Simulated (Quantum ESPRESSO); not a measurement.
# CoO (R-3m) in Quantum ESPRESSO: phonons with PBE

Aim: the phonons of CoO with PBE.

Program: Quantum ESPRESSO 7.5. These are calculated values, not measurements. Logs are shortened: lines on timing, memory, paths and dates and some standing lists are left out, and cuts for length are marked.

### 1 The crystal as given

Symmetry: R-3m, No. 166, trigonal system. Conventional cell: a = 3.011 Å, b = 3.011 Å, c = 7.320 Å, α = 90.00°, β = 90.00°, γ = 120.00°. Co (site symmetry -3m) has 6 O at 2.12 Å as nearest neighbours. Around O (site symmetry -3m) lie 6 Co at 2.12 Å.

The cell is a database's computed one.

### 2 Phonons, PBE, collinear spin, ferromagnetic start

Input file pw.in:

```
&CONTROL
  calculation = 'scf'
  prefix = 'pwscf'
  outdir = './tmp'
  pseudo_dir = './pseudo'
  tprnfor = .true.
  tstress = .true.
  disk_io = 'low'
/
&SYSTEM
  ibrav = 0
  celldm(1) = 8
  nat = 2
  ntyp = 2
  ecutwfc = 56
  ecutrho = 448
  nbnd = 21
  occupations = 'smearing'
  smearing = 'mp'
  degauss = 0.00999582
  nspin = 2
  starting_magnetization(1) = 0.1176
  starting_magnetization(2) = 0
/
&ELECTRONS
  conv_thr = 4d-10
  electron_maxstep = 120
  mixing_beta = 0.3
/
ATOMIC_SPECIES
Co    58.9332 co_pbe_v1.2.uspp.F.UPF
O     15.9990 o_pbe_v1.2.uspp.F.UPF
CELL_PARAMETERS alat
  0.3556156410088   0.2053147860706   0.5763492021029
 -0.3556156410088   0.2053147860706   0.5763492021029
  0.0000000000000  -0.4106295721413   0.5763492021029
ATOMIC_POSITIONS crystal
Co     0.0000000000    0.0000000000    0.0000000000
O      0.5000000000    0.5000000000    0.5000000000
K_POINTS automatic
9 9 9 0 0 0
```

Input file relax.in:

```
&CONTROL
  calculation = 'vc-relax'
  prefix = 'pwscf'
  outdir = './tmp'
  pseudo_dir = './pseudo'
  tprnfor = .true.
  tstress = .true.
  disk_io = 'low'
  nstep = 40
  forc_conv_thr = 0.0001
  etot_conv_thr = 1d-06
/
&SYSTEM
  ibrav = 0
  celldm(1) = 8
  nat = 2
  ntyp = 2
  ecutwfc = 56
  ecutrho = 448
  nbnd = 21
  occupations = 'smearing'
  smearing = 'mp'
  degauss = 0.00999582
  nspin = 2
  starting_magnetization(1) = 0.1176
  starting_magnetization(2) = 0
/
&ELECTRONS
  conv_thr = 4d-10
  electron_maxstep = 120
  mixing_beta = 0.3
/
&IONS
  ion_dynamics = 'bfgs'
/
&CELL
  cell_dynamics = 'bfgs'
  press = 0
  press_conv_thr = 0.2
/
ATOMIC_SPECIES
Co    58.9332 co_pbe_v1.2.uspp.F.UPF
O     15.9990 o_pbe_v1.2.uspp.F.UPF
CELL_PARAMETERS alat
  0.3556156410141   0.2053147860675   0.5763492021029
 -0.3556156410141   0.2053147860675   0.5763492021029
  0.0000000000000  -0.4106295721351   0.5763492021029
ATOMIC_POSITIONS crystal
Co     0.0000000000    0.0000000000    0.0000000000
O      0.5000000000    0.5000000000    0.5000000000
K_POINTS automatic
9 9 9 0 0 0
```

Input file scf2.in:

```
&CONTROL
  calculation = 'scf'
  prefix = 'pwscf'
  outdir = './tmp'
  pseudo_dir = './pseudo'
  tprnfor = .true.
  tstress = .true.
  disk_io = 'low'
/
&SYSTEM
  ibrav = 0
  celldm(1) = 8
  nat = 2
  ntyp = 2
  ecutwfc = 56
  ecutrho = 448
  nbnd = 21
  occupations = 'smearing'
  smearing = 'mp'
  degauss = 0.00999582
  nspin = 2
  starting_magnetization(1) = 0.1176
  starting_magnetization(2) = 0
/
&ELECTRONS
  conv_thr = 1d-13
  electron_maxstep = 120
  mixing_beta = 0.3
  startingpot = 'file'
  startingwfc = 'file'
/
ATOMIC_SPECIES
Co    58.9332 co_pbe_v1.2.uspp.F.UPF
O     15.9990 o_pbe_v1.2.uspp.F.UPF
CELL_PARAMETERS alat
  0.3648561664947   0.2106498059412   0.5453172052375
 -0.3648561664947   0.2106498059412   0.5453172052375
 -0.0000000000000  -0.4212996118824   0.5453172052375
ATOMIC_POSITIONS crystal
Co     0.0000000000    0.0000000000    0.0000000000
O      0.5000000000    0.5000000000    0.5000000000
K_POINTS automatic
9 9 9 0 0 0
```

Input file ph.in:

```
phonons of CoO
&INPUTPH
  prefix = 'pwscf'
  outdir = './tmp'
  tr2_ph = 1d-18
  fildyn = 'dyn'
  niter_ph = 90
  alpha_mix(1) = 0.4
/
0.0000000000 0.0000000000 0.0000000000
```

Input file dynmat.in:

```
&INPUT
  fildyn = 'dyn'
  asr = 'crystal'
  filout = 'dynmat.disp'
  fileig = 'dynmat.eig'
/
```

Potentials or basis: GBRV 1.5 PBE.

Started as:

```
> OMP_NUM_THREADS=1 pw.x -in pw.in > pw.out
> OMP_NUM_THREADS=1 pw.x -in relax.in > relax.out
> OMP_NUM_THREADS=1 pw.x -in scf2.in > scf2.out
> OMP_NUM_THREADS=1 ph.x -in ph.in > ph.out
> OMP_NUM_THREADS=1 dynmat.x -in dynmat.in > dynmat.out
```

pw.out:

```text
This program is part of the open-source Quantum ESPRESSO suite
     for quantum simulation of materials; please cite
[... 9 lines left out ...]
     --------------------
     sticks:   dense  smooth     PW     G-vecs:    dense   smooth      PW
     Sum         995     499    163                20701     7371    1411

     Using Slab Decomposition

     bravais-lattice index     =            0
     lattice parameter (alat)  =       8.0000  a.u.
     unit-cell volume          =     129.2730 (a.u.)^3
     number of atoms/cell      =            2
     number of atomic types    =            2
     number of electrons       =        23.00
     number of Kohn-Sham states=           21
     kinetic-energy cutoff     =      56.0000  Ry
     charge density cutoff     =     448.0000  Ry
     scf convergence threshold =      4.0E-10
     mixing beta               =       0.3000
     number of iterations used =            8  plain     mixing
     Exchange-correlation= SLA  PW   PBE  PBE
                           (   1   4   3   4   0   0   0)

     celldm(1)=   8.000000  celldm(2)=   0.000000  celldm(3)=   0.000000
     celldm(4)=   0.000000  celldm(5)=   0.000000  celldm(6)=   0.000000

     crystal axes: (cart. coord. in units of alat)
               a(1) = (   0.355616   0.205315   0.576349 )
               a(2) = (  -0.355616   0.205315   0.576349 )
               a(3) = (   0.000000  -0.410630   0.576349 )

     reciprocal axes: (cart. coord. in units 2 pi/alat)
               b(1) = (  1.406012  0.811762  0.578353 )
               b(2) = ( -1.406012  0.811762  0.578353 )
               b(3) = (  0.000000 -1.623523  0.578353 )

     PseudoPot. # 1 for Co read from file:
     co_pbe_v1.2.uspp.F.UPF
     Pseudo is Ultrasoft + core correction, Zval = 17.0
     Generated by new atomic code, or converted to UPF format
     Using radial grid of  863 points,  6 beta functions with:
                l(1) =   0
                l(2) =   0
                l(3) =   1
                l(4) =   1
                l(5) =   2
                l(6) =   2
     Q(r) pseudized with  8 coefficients,  rinner =    1.200   1.200   1.200
                                                       1.200   1.200

     PseudoPot. # 2 for O  read from file:
     o_pbe_v1.2.uspp.F.UPF
     Pseudo is Ultrasoft + core correction, Zval =  6.0
     Generated by new atomic code, or converted to UPF format
     Using radial grid of  737 points,  5 beta functions with:
                l(1) =   0
                l(2) =   0
                l(3) =   1
                l(4) =   1
                l(5) =   2
     Q(r) pseudized with  8 coefficients,  rinner =    0.900   0.900   0.900
                                                       0.900   0.900

     atomic species   valence    mass     pseudopotential
     Co               17.00    58.93320     Co( 1.00)
     O                 6.00    15.99900     O ( 1.00)

     Starting magnetic structure
     atomic species   magnetization
     Co              0.118
     O               0.000

     12 Sym. Ops., with inversion, found

   Cartesian axes

     site n.     atom                  positions (alat units)
         1        Co     tau(   1) = (   0.0000000   0.0000000   0.0000000  )
         2        O      tau(   2) = (   0.0000000  -0.0000000   0.8645238  )

     number of k points=    85  Methfessel-Paxton smearing, width (Ry)=  0.0100
                       cart. coord. in units 2pi/alat
        k(    1) = (   0.0000000   0.0000000   0.0000000), wk =   0.0013717
        k(    2) = (   0.0000000  -0.1803915   0.0642615), wk =   0.0082305
        k(    3) = (   0.0000000  -0.3607829   0.1285229), wk =   0.0082305
        k(    4) = (   0.0000000  -0.5411744   0.1927844), wk =   0.0082305
        k(    5) = (   0.0000000  -0.7215659   0.2570458), wk =   0.0082305
        k(    6) = (  -0.1562236  -0.0901957   0.1285229), wk =   0.0082305
[... 77 lines left out ...]
        k(   84) = (   0.0000000   0.0000000   0.7711374), wk =   0.0027435
        k(   85) = (  -0.0000000   1.4431318   0.2570458), wk =   0.0082305

     Dense  grid:    20701 G-vectors     FFT dimensions: (  40,  40,  40)

     Smooth grid:     7371 G-vectors     FFT dimensions: (  27,  27,  27)

     Check: negative core charge=   -0.000025
     Generating pointlists ...
     new r_m :   0.2069 (alat units)  1.6555 (a.u.) for type    1
     new r_m :   0.2069 (alat units)  1.6555 (a.u.) for type    2

     Initial potential from superposition of free atoms

     starting charge      22.0000, renormalised to      23.0000
     Starting wfcs are   17 randomized atomic wfcs +    4 random wfcs

     Self-consistent Calculation

     iteration #  1     ecut=    56.00 Ry     beta= 0.30
     Davidson diagonalization with overlap
     ethr =  1.00E-02,  avg # of iterations =  5.2

     total energy              =    -328.36648951 Ry
     estimated scf accuracy    <       7.24721889 Ry

     total magnetization       =     2.52 Bohr mag/cell
     absolute magnetization    =     2.55 Bohr mag/cell

     iteration #  2     ecut=    56.00 Ry     beta= 0.30
     Davidson diagonalization with overlap
     ethr =  1.00E-02,  avg # of iterations =  2.1

     total energy              =    -329.55697128 Ry
     estimated scf accuracy    <       8.88029366 Ry

     total magnetization       =     0.23 Bohr mag/cell
     absolute magnetization    =     0.26 Bohr mag/cell

     iteration #  3     ecut=    56.00 Ry     beta= 0.30
     Davidson diagonalization with overlap
     ethr =  1.00E-02,  avg # of iterations =  1.3

     total energy              =    -330.70266470 Ry
     estimated scf accuracy    <       0.20282932 Ry

     total magnetization       =     2.73 Bohr mag/cell
     absolute magnetization    =     2.73 Bohr mag/cell

     iteration #  4     ecut=    56.00 Ry     beta= 0.30
     Davidson diagonalization with overlap
     ethr =  8.82E-04,  avg # of iterations =  1.1

     total energy              =    -330.71093101 Ry
     estimated scf accuracy    <       0.06754373 Ry

     total magnetization       =     2.69 Bohr mag/cell
     absolute magnetization    =     2.69 Bohr mag/cell

     iteration #  5     ecut=    56.00 Ry     beta= 0.30
     Davidson diagonalization with overlap
     ethr =  2.94E-04,  avg # of iterations =  1.3

     total energy              =    -330.71679249 Ry
     estimated scf accuracy    <       0.09167545 Ry

     total magnetization       =     2.68 Bohr mag/cell
     absolute magnetization    =     2.68 Bohr mag/cell

     iteration #  6     ecut=    56.00 Ry     beta= 0.30
     Davidson diagonalization with overlap
     ethr =  2.94E-04,  avg # of iterations =  1.0

     total energy              =    -330.71851352 Ry
     estimated scf accuracy    <       0.05443787 Ry

     total magnetization       =     3.01 Bohr mag/cell
     absolute magnetization    =     3.02 Bohr mag/cell

     iteration #  7     ecut=    56.00 Ry     beta= 0.30
     Davidson diagonalization with overlap
     ethr =  2.37E-04,  avg # of iterations =  1.1

     total energy              =    -330.71608391 Ry
     estimated scf accuracy    <       0.02129491 Ry

     total magnetization       =     3.01 Bohr mag/cell
     absolute magnetization    =     3.02 Bohr mag/cell

     iteration #  8     ecut=    56.00 Ry     beta= 0.30
     Davidson diagonalization with overlap
     ethr =  9.26E-05,  avg # of iterations =  1.3

     total energy              =    -330.71775943 Ry
     estimated scf accuracy    <       0.00092456 Ry

     total magnetization       =     3.01 Bohr mag/cell
     absolute magnetization    =     3.03 Bohr mag/cell

     iteration #  9     ecut=    56.00 Ry     beta= 0.30
     Davidson diagonalization with overlap
     ethr =  4.02E-06,  avg # of iterations =  3.0

     total energy              =    -330.71771379 Ry
     estimated scf accuracy    <       0.00027120 Ry

     total magnetization       =     3.00 Bohr mag/cell
     absolute magnetization    =     3.02 Bohr mag/cell

     iteration # 10     ecut=    56.00 Ry     beta= 0.30
     Davidson diagonalization with overlap
     ethr =  1.18E-06,  avg # of iterations =  2.2

     total energy              =    -330.71778189 Ry
     estimated scf accuracy    <       0.00019439 Ry

     total magnetization       =     2.99 Bohr mag/cell
     absolute magnetization    =     3.02 Bohr mag/cell

     iteration # 11     ecut=    56.00 Ry     beta= 0.30
     Davidson diagonalization with overlap
     ethr =  8.45E-07,  avg # of iterations =  1.5

     total energy              =    -330.71784203 Ry
     estimated scf accuracy    <       0.00001200 Ry

     total magnetization       =     3.01 Bohr mag/cell
     absolute magnetization    =     3.03 Bohr mag/cell

     iteration # 12     ecut=    56.00 Ry     beta= 0.30
     Davidson diagonalization with overlap
     ethr =  5.22E-08,  avg # of iterations =  1.0

     total energy              =    -330.71784222 Ry
     estimated scf accuracy    <       0.00000314 Ry

     total magnetization       =     3.01 Bohr mag/cell
     absolute magnetization    =     3.03 Bohr mag/cell

     iteration # 13     ecut=    56.00 Ry     beta= 0.30
     Davidson diagonalization with overlap
     ethr =  1.37E-08,  avg # of iterations =  1.5

     total energy              =    -330.71784313 Ry
     estimated scf accuracy    <       0.00000060 Ry

     total magnetization       =     3.01 Bohr mag/cell
     absolute magnetization    =     3.03 Bohr mag/cell

     iteration # 14     ecut=    56.00 Ry     beta= 0.30
     Davidson diagonalization with overlap
     ethr =  2.61E-09,  avg # of iterations =  1.0

     total energy              =    -330.71784327 Ry
     estimated scf accuracy    <       0.00000021 Ry

     total magnetization       =     3.01 Bohr mag/cell
     absolute magnetization    =     3.03 Bohr mag/cell

     iteration # 15     ecut=    56.00 Ry     beta= 0.30
     Davidson diagonalization with overlap
     ethr =  9.31E-10,  avg # of iterations =  1.0

     total energy              =    -330.71784330 Ry
     estimated scf accuracy    <          7.7E-09 Ry

     total magnetization       =     3.01 Bohr mag/cell
     absolute magnetization    =     3.03 Bohr mag/cell

     iteration # 16     ecut=    56.00 Ry     beta= 0.30
     Davidson diagonalization with overlap
     ethr =  3.34E-11,  avg # of iterations =  1.0

     total energy              =    -330.71784330 Ry
     estimated scf accuracy    <          6.9E-09 Ry

     total magnetization       =     3.01 Bohr mag/cell
     absolute magnetization    =     3.03 Bohr mag/cell

     iteration # 17     ecut=    56.00 Ry     beta= 0.30
     Davidson diagonalization with overlap
     ethr =  2.99E-11,  avg # of iterations =  2.0

     total energy              =    -330.71784331 Ry
     estimated scf accuracy    <          8.9E-10 Ry

     total magnetization       =     3.01 Bohr mag/cell
     absolute magnetization    =     3.03 Bohr mag/cell

     iteration # 18     ecut=    56.00 Ry     beta= 0.30
     Davidson diagonalization with overlap
     ethr =  3.86E-12,  avg # of iterations =  2.0

     Magnetic moment per site  (integrated on atomic sphere of radius R)
     atom   1 (R=0.207)  charge= 14.5995  magn=  2.5555
     atom   2 (R=0.207)  charge=  5.7606  magn=  0.3505

     End of self-consistent calculation

     Number of k-points >= 100: set verbosity='high' to print the bands.

     the Fermi energy is    14.0652 ev

!    total energy              =    -330.71784331 Ry
     estimated scf accuracy    <          3.2E-10 Ry
     smearing contrib. (-TS)   =       0.00017898 Ry
     internal energy E=F+TS    =    -330.71802229 Ry

     The total energy is F=E-TS. E is the sum of the following terms:
     one-electron contribution =    -181.74525010 Ry
     hartree contribution      =     104.40215883 Ry
     xc contribution           =     -40.03157174 Ry
     ewald contribution        =    -213.34335928 Ry

     total magnetization       =     3.01 Bohr mag/cell
     absolute magnetization    =     3.03 Bohr mag/cell

     convergence has been achieved in  18 iterations

     Forces acting on atoms (cartesian axes, Ry/au):

     atom    1 type  1   force =    -0.00000000   -0.00000000   -0.00000000
     atom    2 type  2   force =     0.00000000    0.00000000    0.00000000

     Total force =     0.000000     Total SCF correction =     0.000000

     Computing stress (Cartesian axis) and pressure

          total   stress  (Ry/bohr**3)                   (kbar)     P=        4.49
   0.00004332  -0.00000000   0.00000000            6.37       -0.00        0.00
  -0.00000000   0.00004332   0.00000000           -0.00        6.37        0.00
  -0.00000000   0.00000000   0.00000493           -0.00        0.00        0.72

=------------------------------------------------------------------------------=
   JOB DONE.
=------------------------------------------------------------------------------=
```

Run time: 13 min. Hardware: 1 thread of AMD EPYC 9R45 (Zen 5), shared host; peak memory 0.2 GiB.

Results:

- Free energy: -4499.6538 eV
- Relaxed volume: 9.54 Å³/atom
- Relaxed cell: a = 2.917 Å, b = 2.917 Å, c = 2.917 Å, α = 63.94°, β = 63.94°, γ = 63.94°
- Space group after relaxing (to 0.05 Å): R-3m (No. 166)
- Pressure after relaxing: 0.0 GPa
- Band gap on the k mesh: none (metal or under the smearing width)
- Net moment: 2.98 μB per cell
- Absolute moment: 3.01 μB per cell
- Site moments: Co +2.54; O +0.34 μB
- Valence electrons inside the program's atomic spheres: Co 14.60; O 5.76
- Highest phonon frequency at Γ: 142 cm⁻¹
- Most unstable mode: 90i cm⁻¹

Step by step:
```csv
step,energy change (eV),largest force (eV/Å),pressure (GPa),volume (Å³)
1,0.0000,0.0000,0.45,19.16
2,-0.0001,0.0000,-0.05,19.20
3,-0.0002,0.0000,-0.18,19.21
4,-0.0003,0.0000,-0.40,19.24
5,-0.0004,0.0000,-0.70,19.26
6,-0.0006,0.0000,-1.10,19.30
7,-0.0008,0.0000,-1.66,19.36
8,-0.0011,0.0000,-2.39,19.42
9,-0.0014,0.0000,-2.97,19.48
10,-0.0020,0.0000,-3.27,19.50
11,-0.0031,0.0000,-3.26,19.48
12,-0.0052,0.0000,-2.65,19.38
13,-0.0076,0.0000,-0.57,19.13
14,-0.0078,0.0000,0.00,19.08
15,-0.0078,0.0000,0.00,19.08
```

Final structure:
```
CELL_PARAMETERS angstrom
1.54459 0.89177 2.30856
-1.54459 0.89177 2.30856
0.00000 -1.78354 2.30856
ATOMIC_POSITIONS crystal
Co 0.00000 0.00000 0.00000
O 0.50000 0.50000 0.50000
```

Phonon frequencies in cm⁻¹ (negative: imaginary):
```csv
q point,frequencies
"(0.000, 0.000, 0.000)",-90 3 3 4 142 142
```

Optical modes at Γ, degenerate ones joined:
| cm⁻¹ | components | symmetry | active in |
| --- | --- | --- | --- |
| 90i | 1 | A2u | IR |
| 142 | 2 | Eu | IR |

Caveat: the mesh is thin for the phonons of a metal; some modes are imaginary; a cell with one magnetic atom can't hold antiferromagnetic order, which such compounds often take; semilocal functionals often make such compounds metallic where correlation or magnetic order opens a gap, which also shifts bond lengths.
